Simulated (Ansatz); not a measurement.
# As (R-3m) in Ansatz: notebook

Aim: see how the results for As move with the level of theory and the settings. Levels: r2SCANh, r2SCAN50, HF. Tasks: single point.

Everything below comes from runs of Ansatz 0.2.0. Logs are shortened: lines on timing, memory, paths and dates and some standing lists are left out, and cuts for length are marked.

## 1. Starting point

It takes space group R-3m (No. 166, trigonal). Conventional cell: a = 3.762 Å, b = 3.762 Å, c = 10.542 Å, α = 90.00°, β = 90.00°, γ = 120.00°. Around As (site symmetry 3m) lie 3 As at 2.51 Å.

## 2. Single point, r2SCANh

The input, input:

```
crystal:
  lattice:
    - [1.8807968987, 1.0858785957, 3.5140619945]
    - [-1.8807968987, 1.0858785957, 3.5140619945]
    - [0.0, -2.1717571915, 3.5140619945]
  atoms:
    - { symbol: As, position: [0.226, 0.226, 0.226] }
    - { symbol: As, position: [0.774, 0.774, 0.774] }
hamiltonian:
  xc: r2scanh
  pseudopotentials: { kind: paw }
kpoints:
  mp_grid: { grid: [5, 5, 5] }
scf:
  occupations: { method: fermi_dirac, width: 0.05 }
output:
  forces: true
  stress: true
  eigenvalues: true
  write_density: true
  write_potential: true
  elf: true
  volumetric_format: npy
```

Potentials or basis: Ansatz PAW.

The log of the run:

```text
Warning: output.stress: scf.convergence.dr2_threshold = 1e-7 eV (the SCF's general default) is looser than the 2e-10 eV advised for a printed stress (1e-10 eV for each atom of the cell: 2). What an SCF threshold leaves in a stress goes as its square root, and in the free energy as the threshold itself, and one threshold admits the most on a small cell: of the crystals measured, under no hybrid functional and no lock of the moments, on runs that ended without the residual-converged pass, on stresses that held no estimate of that error, the worst erred by over 100 MPa in a component at 1e-7 eV an atom and by under 5 at 1e-10. Set scf.convergence.dr2_threshold to 2e-10 eV or tighter. The threshold is an SCF's pass mark: one that does not reach it within its budget of iterations ends unconverged, or closes short of it on a stop that the run arms, and scf.convergence.dr2_threshold's page says what that costs each kind of run
Warning: output.stress: scf.exx.energy_threshold = 1e-6 eV is looser than the 2e-8 eV advised for a stress under a hybrid functional (1e-8 eV for each atom of the cell: 2). Every SCF of the exchange loop can meet its threshold on dr2 while the loop round them stops early: no threshold on dr2 bounds what that leaves in the stress. Set scf.exx.energy_threshold to 2e-8 eV or tighter. The threshold is the loop's pass mark: a loop that does not reach it within its budget of cycles ends unconverged, and scf.exx.energy_threshold's page has the law
GPUs: using 1 of 1 available (devices: 1).
Engine: ansatz 0.2.0, x86_64-unknown-linux-gnu
Pseudopotentials: kind: paw
Pseudopotential: As, paw, valence charge 15, recommended cutoff 500 eV (meta_gga), As.paw.azcp
Functional definition: r2SCANh
  parameter a = 0.1
  parameter k0 = 0.174
  parameter k1 = 0.065
  parameter a1 = 4.9479
  exchange = (1 - a)*r2scan_x(k0 = k0, k1 = k1, a1 = a1) + a*exact_x
  correlation = r2scan_c
device memory: the entry about to start is reckoned to put 0.8 GiB on a device that reports 71.8 GiB free (of which the cap on the GPU budget leaves the run 18.0 GiB)
GPU FFT provider: cuFFT
GPU libraries: cuBLAS 13.8.2, cuFFT 12.4.0, cuSOLVER 12.3.4
Crystal: 2 atoms, lattice volume = 43.061 Å³
Basis set: ecut = 500 eV, 1111 PW (Γ), exchange–correlation on 128×128×128 points (64 copies of the dense FFT grid, shifted against one another)
Bands: 19, of which v1, the nominal top of the filled ones, is band 15 counted from 1 (14 counted from 0)
Symmetry: 12 space group operations
Space group: R-3m (ITA 166), of the structure as read, at distance tolerance 3.5e-5 Å
k-points: 19 of 125
Non-local potential: As, projectors of the file, l = 0: 2, l = 1: 2, l = 2: 3, l = 3: 1
PAW form: soft (Blöchl's): semilocal exchange-correlation on the pseudo side does not see the compensation charge
PAW frozen core: As, regenerated for the run's functional, and the local potential with it (the file was generated under x = pbe(κ = 0.804, μ = 0.2195149727645171), c = pbe(β = 0.06672455060314922))
PAW one-centre angular grid: As, 590 points (default); XC on 160 Gauss nodes
Initial density: superposition of atomic densities (neutral atoms: chi_scale 0, normalization atom), corrected by the library's trained network
Initial wavefunctions: pseudopotential atomic-orbital guess
GPU buffer pool allocated for 32768 grid points (all kernels)
GPU transforms: local potential: pruned to the plane-wave sphere, on 30×30×30; band sums: pruned to the plane-wave sphere, on 32×32×32
Functional: x = r2scan, c = r2scan; τ floored in thin density (d = 2e-4 eV/Å³), warm-up for x = 0.9 r2scan + 0.1 exact, c = r2scan; τ floored in thin density (d = 2e-4 eV/Å³)
SCF iter   1: F=—  HF=-9729.153745 eV  |F-HF|=—  |Δ(HF+E_count)|=         —  Δρ=2.23e-3  dr2=1.34e-3  dr2_τ=2.46e-3  ethr=1.77e-3  ⟨swp⟩=6.9  Hψ=1400  notcnv=0
preconditioner: auto → none  [insulator: Δε(μ)=0.140 eV  Ē_g=10.864 eV  σ=0.050 eV  W_gap=0.61  n_scr=14 (ndim 8)  ℏωp=17.9 eV  f_vac=0.007  D(μ)=0.61/eV (n_scr^D=0)]
SCF iter   2: F=—  HF=-9729.164017 eV  |F-HF|=—  |Δ(HF+E_count)|=   1.03e-2  Δρ=1.27e-3  dr2=4.27e-4  dr2_τ=1.01e-5  ethr=4.45e-6  ⟨swp⟩=4.1  Hψ=1276  notcnv=0
SCF iter   3: F=—  HF=-9729.164336 eV  |F-HF|=—  |Δ(HF+E_count)|=   3.19e-4  Δρ=5.70e-4  dr2=8.26e-5  dr2_τ=1.86e-6  ethr=1.42e-6  ⟨swp⟩=2.3  Hψ=653  notcnv=0
iter 4 solved again at ethr=4.32e-9 eV; its pass at ethr=2.75e-7 eV (dr2=1.30e-6 eV) is discarded
SCF iter   4: F=—  HF=-9729.164424 eV  |F-HF|=—  |Δ(HF+E_count)|=   8.79e-5  Δρ=6.45e-5  dr2=1.14e-6  dr2_τ=4.31e-8  ethr=4.32e-9  ⟨swp⟩=4.0  Hψ=1649  notcnv=0
eigensolver tolerance schedule: the retry pair's looser diagonalisation over-reported the residual by 0.13 of it (diagonalisation noise at 0.14 of the residual, at the tolerance the schedule requests for it); recorded, not acted on — ethr = c·dr2/N_el stays at c = 1.0e-1
SCF iter   5: F=—  HF=-9729.164425 eV  |F-HF|=—  |Δ(HF+E_count)|=   9.02e-7  Δρ=1.29e-5  dr2=2.66e-8  dr2_τ=1.33e-9  ethr=3.81e-9  ⟨swp⟩=3.2  Hψ=750  notcnv=0
SCF iter   6: F=—  HF=-9729.164425 eV  |F-HF|=—  |Δ(HF+E_count)|=   6.05e-8  Δρ=2.65e-6  dr2=2.59e-9  dr2_τ=7.25e-11  ethr=8.85e-11  ⟨swp⟩=4.0  Hψ=1043  notcnv=0
SCF iter   7: F=-9729.164425 eV  HF=-9729.164425 eV  |F-HF|=2.73e-11  |Δ(HF+E_count)|=  9.64e-10  Δρ=7.93e-7  dr2=8.93e-11  dr2_τ=2.48e-12  ethr=8.64e-12  ⟨swp⟩=3.2  Hψ=742  notcnv=0
SCF 1 converged in 7 iterations: F = -9729.164425 eV  dr2 = 8.93e-11
device memory: the entry about to start is reckoned to put 1.4 GiB on a device that reports 71.7 GiB free (of which the cap on the GPU budget leaves the run 18.0 GiB)
GPU FFT provider: cuFFT
GPU libraries: cuBLAS 13.8.2, cuFFT 12.4.0, cuSOLVER 12.3.4
Initial density: handed on by an earlier stage of this run
Initial wavefunctions: those handed on with the density
GPU buffer pool allocated for 32768 grid points (all kernels)
GPU transforms: local potential: pruned to the plane-wave sphere, on 30×30×30; band sums: pruned to the plane-wave sphere, on 32×32×32
Functional: x = 0.9 r2scan + 0.1 exact, c = r2scan; τ floored in thin density (d = 2e-4 eV/Å³)
Exchange kernel: α = 0.1000, full range, Wigner–Seitz truncation, v(0) = 10633.8628 eV·Å³, q-mesh 5×5×5, nearest image of the exchange supercell L = 18.81 Å, pair-density grid 15×15×15, without the augmentation charges, whose exchange is taken in its separable form by FFT convolution over the k-point mesh (sized by the pseudopotential files, 25×25×27 at the most), smooth part of the exact exchange by density-matrix convolution in up to 1.89 GiB of GPU memory as planned if the GPU has room (build and FFT work areas not counted)
Frozen-core exchange: fock
iter 1 solved again at ethr=2.27e-6 eV; its pass at ethr=1.00e-1 eV (dr2=6.80e-4 eV) is discarded
SCF iter   1: F=—  HF=-9728.427234 eV  |F-HF|=—  |Δ(HF+E_count)|=         —  Δρ=2.24e-3  dr2=1.12e-3  dr2_τ=3.76e-5  ethr=2.27e-6  ⟨swp⟩=4.6  Hψ=2092  notcnv=0
preconditioner: auto → none  [insulator: Δε(μ)=0.299 eV  Ē_g=11.584 eV  σ=0.050 eV  W_gap=0.90  n_scr=14 (ndim 8)  ℏωp=17.9 eV  f_vac=0.007  D(μ)=0.17/eV (n_scr^D=0)]
SCF iter   2: F=—  HF=-9728.427447 eV  |F-HF|=—  |Δ(HF+E_count)|=   2.14e-4  Δρ=1.12e-3  dr2=2.44e-4  dr2_τ=2.50e-6  ethr=2.27e-6  ⟨swp⟩=3.0  Hψ=935  notcnv=0
SCF iter   3: F=—  HF=-9728.427500 eV  |F-HF|=—  |Δ(HF+E_count)|=   5.29e-5  Δρ=3.71e-4  dr2=2.29e-5  dr2_τ=2.61e-7  ethr=8.00e-7  ⟨swp⟩=3.0  Hψ=702  notcnv=0
SCF iter   4: F=—  HF=-9728.427509 eV  |F-HF|=—  |Δ(HF+E_count)|=   8.83e-6  Δρ=5.68e-5  dr2=5.07e-7  dr2_τ=2.11e-8  ethr=7.61e-8  ⟨swp⟩=3.3  Hψ=695  notcnv=0
SCF iter   5: F=-9728.427510 eV  HF=-9728.427510 eV  |F-HF|=1.53e-7  |Δ(HF+E_count)|=   1.30e-6  Δρ=3.05e-5  dr2=1.38e-7  dr2_τ=1.20e-8  ethr=1.63e-9  ⟨swp⟩=4.2  Hψ=1338  notcnv=0
SCF 2 stopped early in 5 iterations: F = -9728.427510 eV  dr2 = 1.38e-7
  Residual-converged pass: ⟨swp⟩=2.2  Hψ=650  notcnv=0  max |occ|·‖R‖ = 6.6e-6 eV (tolerance 6.7e-6 eV)  dr2=1.38e-7  dr2_τ=1.20e-8  dr2_onsite=2.78e-7  max |Δocc| = 3.1e-12
hybrid outer 1: dexx = +1.229e-3 eV, tail = 2.84e-6 eV
GPU FFT provider: cuFFT
GPU libraries: cuBLAS 13.8.2, cuFFT 12.4.0, cuSOLVER 12.3.4
GPU buffer pool allocated for 32768 grid points (all kernels)
GPU transforms: local potential: pruned to the plane-wave sphere, on 30×30×30; band sums: pruned to the plane-wave sphere, on 32×32×32
Exchange kernel: α = 0.1000, full range, Wigner–Seitz truncation, v(0) = 10633.8628 eV·Å³, q-mesh 5×5×5, nearest image of the exchange supercell L = 18.81 Å, pair-density grid 15×15×15, without the augmentation charges, whose exchange is taken in its separable form by FFT convolution over the k-point mesh (sized by the pseudopotential files, 25×25×27 at the most), smooth part of the exact exchange by density-matrix convolution in up to 1.89 GiB of GPU memory as planned if the GPU has room (build and FFT work areas not counted)
Frozen-core exchange: fock
SCF iter   1: F=—  HF=-9728.427527 eV  |F-HF|=—  |Δ(HF+E_count)|=         —  Δρ=9.71e-6  dr2=1.94e-8  dr2_τ=5.69e-10  ethr=4.73e-8  ⟨swp⟩=2.6  Hψ=734  notcnv=0
preconditioner: auto → none  [insulator: Δε(μ)=0.360 eV  Ē_g=11.589 eV  σ=0.050 eV  W_gap=0.95  n_scr=14 (ndim 8)  ℏωp=17.9 eV  f_vac=0.007  D(μ)=0.10/eV (n_scr^D=0)]
SCF iter   2: F=—  HF=-9728.427527 eV  |F-HF|=—  |Δ(HF+E_count)|=   9.75e-8  Δρ=6.48e-6  dr2=8.52e-9  dr2_τ=1.94e-10  ethr=5.70e-11  ⟨swp⟩=4.1  Hψ=1333  notcnv=0
SCF iter   3: F=-9728.427527 eV  HF=-9728.427527 eV  |F-HF|=0.00e0  |Δ(HF+E_count)|=   1.54e-9  Δρ=2.14e-6  dr2=8.68e-10  dr2_τ=1.85e-11  ethr=2.79e-11  ⟨swp⟩=3.0  Hψ=890  notcnv=0
SCF 3 converged in 3 iterations: F = -9728.427527 eV  dr2 = 8.68e-10
  Residual-converged pass: ⟨swp⟩=3.2  Hψ=935  notcnv=0  max |occ|·‖R‖ = 2.6e-7 eV (tolerance 2.7e-7 eV)  dr2=8.77e-10  dr2_τ=1.93e-11  dr2_onsite=2.45e-10  max |Δocc| = 7.3e-14
hybrid outer 2: dexx = +2.019e-8 eV, tail = 2.46e-9 eV, Δε = 8.47e-4 eV (about 4.90e-5 eV left of the loop's levels), ΔF = 1.17e-3 eV/Å (tail 1.81e-4)
hybrid SCF converged: 2 outer / 8 inner (+7 warm-up), last move |dexx| = 2.02e-8 eV, tail = 2.46e-9 eV
Stability not checked: this state was not tested for a lower state beside it, because the functional holds exact exchange (a hybrid, or Hartree-Fock), whose exchange loop this test does not read (fock_operator; see scf.lower_state_search)
Free energy (F): -9728.427527 eV
Frozen-core exchange: fock
Harris-Foulkes:  -9728.427527 eV  (|F-HF|=0.00e0)
Internal energy: -9728.426352 eV  (E = F + TS)
E sigma→0 (E₀):  -9728.426940 eV
Entropy (-TS):   -0.001174 eV (-0.587 meV/atom)
Fermi energy:    10.891141 eV
--- Per-component energies (eV) ---
  E_band       = -527.519683
  E_kinetic    = 204.296513
  E_local      = -3345.950886  (includes V_loc(G=0)·N_el)
  E_nonlocal   = -1340.791398
  E_hartree    = 1854.650826
  E_xc         = -135.104968
  E_vxc        = -152.790508  (∫ρ·V_xc dr)
  E_exx        = -53.758805  (= α·E_x^exact, valence–valence)
  E_paw        = -3652.215236  (= ΣΔE_a)
  E_vpaw       = 498.326916  (= ΣTr[D̂ρ^β])
  E_aug_tail   = -0.000012  (compensation charges beyond the density's cutoff)
  E_vtau       = 7.606972  (kinetic-family band-sum trace: ∫τ·v_τ [+ j·A + Jᵃ·Aᵃ] dr)
  E_ewald      = -3256.407433
  E_core_change = -3.144954  (= ΣΔE_core)
  E_smearing   = -0.001174  (= −TS)
  E_closure    = -0.000000  (closes the sum)
  Σ components = -9728.427527   (vs F -9728.427527, Δ=-1.82e-12)
--- Forces (eV/Å), atoms counted from 1 ---
  atom   1  As     0.00000000     0.00000000    -0.09670114
  atom   2  As    -0.00000000    -0.00000000     0.09670114
  max |Σ_I F_I| component: 3.47e-18 eV/Å
--- Stress (GPa, compression-positive) ---
        1.164200      -0.000000      -0.000000
       -0.000000       1.164200       0.000000
       -0.000000       0.000000       0.282398
  P = ⅓ Tr σ = 0.8703 GPa (8.703 kbar)
--- Band table (eV; the first three rows and the last of 19) ---
  k-point 0: bands = ["-28.1519", "-28.1519", "-28.1005", "-28.1005", "-28.0577", "-28.0219", "-28.0219", "-28.0045", "-27.9783", "-27.9783", "-5.9155", "4.3500", "7.6655", "8.1298", "8.1298", "12.6129", "13.9675", "13.9675", "18.3053"]
  k-point 1: bands = ["-28.1479", "-28.1400", "-28.0959", "-28.0910", "-28.0557", "-28.0280", "-28.0225", "-28.0154", "-27.9852", "-27.9840", "-5.3367", "2.4840", "7.4387", "7.7614", "8.5832", "12.5614", "13.4121", "13.4773", "17.1341"]
  k-point 2: bands = ["-28.1405", "-28.1141", "-28.0839", "-28.0694", "-28.0517", "-28.0471", "-28.0437", "-28.0202", "-27.9973", "-27.9945", "-3.6941", "-0.6420", "7.2836", "7.2959", "9.6526", "11.0714", "11.7318", "12.5121", "19.0496"]
  k-point 18: bands = ["-28.1405", "-28.1325", "-28.0922", "-28.0876", "-28.0535", "-28.0292", "-28.0233", "-28.0168", "-27.9952", "-27.9928", "-4.0678", "-0.1293", "5.1049", "7.4251", "9.2785", "13.0226", "13.1172", "15.6857", "18.8221"]
```

Run time: 10 s. Hardware: 1 × NVIDIA H100 80GB HBM3 with 2 threads of AMD EPYC 7R13 (Zen 3), shared host; peak memory 1.8 GiB.

What came out:

```yaml
Free_energy: -9728.4275 eV
Pressure: 0.9 GPa
Largest_force: 0.097 eV/Å
Band_gap_on_the_k_mesh: 0.36 eV, indirect (least direct gap 0.74 eV)
```

Forces on the atoms (eV/Å):
```
As   0.000  0.000 -0.097
As   0.000  0.000  0.097
```

Caveat: odd divisions of the mesh miss points on the zone boundary, where band edges often lie, so the gap on the mesh can be too wide; the PAW data sets come from PBE, with cores solved anew for the run's functional, which leaves a small shift of forces and pressure; the thresholds are loose for stress.

## 3. Single point, r2SCAN50

input: that of step 2 with these lines changed.

```diff
@@ -9,3 +9,3 @@
 hamiltonian:
-  xc: r2scanh
+  xc: r2scan50
   pseudopotentials: { kind: paw }
@@ -19,5 +19 @@
   eigenvalues: true
-  write_density: true
-  write_potential: true
-  elf: true
-  volumetric_format: npy
```

Potentials or basis: Ansatz PAW.

Run time: 13 s. Hardware: 1 × NVIDIA H100 80GB HBM3 with 2 threads of AMD EPYC 7R13 (Zen 3), shared host; peak memory 1.9 GiB.

Results (log left out):

```yaml
Free_energy: -9725.6698 eV
Pressure: -1.7 GPa
Largest_force: 0.409 eV/Å
Band_gap_on_the_k_mesh: 1.55 eV, indirect (least direct gap 1.94 eV)
```

Forces on the atoms (eV/Å):
```
As   0.000  0.000 -0.409
As   0.000  0.000  0.409
```

Stress tensor (GPa, compression positive):
```
-2.46  0.00  0.00
 0.00 -2.46  0.00
 0.00  0.00 -0.28
```

Levels at points of the mesh, in eV from the valence-band top:
| k point | band 13 | band 14 | band 15 | band 16 | band 17 | band 18 |
| --- | --- | --- | --- | --- | --- | --- |
| (0.00, 0.00, 0.00) | -3.79 | -3.16 | -3.16 | 3.37 | 5.04 | 5.04 |

Caveat: odd divisions of the mesh miss points on the zone boundary, where band edges often lie, so the gap on the mesh can be too wide; the PAW data sets come from PBE, with cores solved anew for the run's functional, which leaves a small shift of forces and pressure; the thresholds are loose for stress.

## 4. Single point, HF

input: that of step 3 with these lines changed.

```diff
@@ -9,3 +9,3 @@
 hamiltonian:
-  xc: r2scan50
+  xc: hf
   pseudopotentials: { kind: paw }
```

It took 14 s on 1 × NVIDIA H100 80GB HBM3 with 2 threads of AMD EPYC 7R13 (Zen 3), shared host; peak memory 1.8 GiB.

The run converged. Its results:

* Free energy: -9633.1567 eV
* Pressure: 5.7 GPa
* Largest force: 0.911 eV/Å
* Band gap on the k mesh: 3.14 eV, indirect (least direct gap 3.41 eV)

Forces in eV/Å, atoms in the order of the input:
```
As   0.000  0.000 -0.911
As   0.000  0.000  0.911
```

Stress tensor (GPa, compression positive):
```
3.87 0.00 0.00
0.00 3.87 0.00
0.00 0.00 9.28
```

Levels at points of the mesh, in eV from the valence-band top:
```tsv
k point	band 11	band 12	band 13	band 14	band 15	band 16	band 17	band 18	band 19
(0.00, 0.00, 0.00)	-23.33	-9.21	-5.75	-4.88	-4.88	5.14	6.98	6.98	11.24
```

Caveat: odd divisions of the mesh miss points on the zone boundary, where band edges often lie, so the gap on the mesh can be too wide; the PAW data sets come from PBE, with cores solved anew for the run's functional, which leaves a small shift of forces and pressure; the thresholds are loose for stress. A k mesh can miss the band edges.

## 5. The runs side by side

| level | cutoff (eV) | gap on the mesh (eV) | pressure (GPa) | largest force (eV/Å) |
| --- | --- | --- | --- | --- |
| r2SCANh | 500 | 0.36 | 0.9 | 0.10 |
| r2SCAN50 | 500 | 1.55 | -1.7 | 0.41 |
| HF | 420 | 3.14 | 5.7 | 0.91 |

Alike in all rows: task single point; potentials or basis Ansatz PAW; no spin polarisation; cell as given; k mesh 5 × 5 × 5; smearing fermi-dirac 0.05 eV.

On the cell as given the gap runs from 0.36 eV (r2SCANh) to 3.14 eV (HF). The pressure there spans -1.7 GPa (r2SCAN50) to 5.7 GPa (HF); a positive pressure means that this level wants a larger cell, a negative one a smaller.

Caveats: odd divisions of the mesh miss points on the zone boundary, where band edges often lie, so the gap on the mesh can be too wide; the PAW data sets come from PBE, with cores solved anew for the run's functional, which leaves a small shift of forces and pressure; the thresholds are loose for stress.

Total energies depend on the potentials used, so only differences within one code and one set of settings carry meaning.
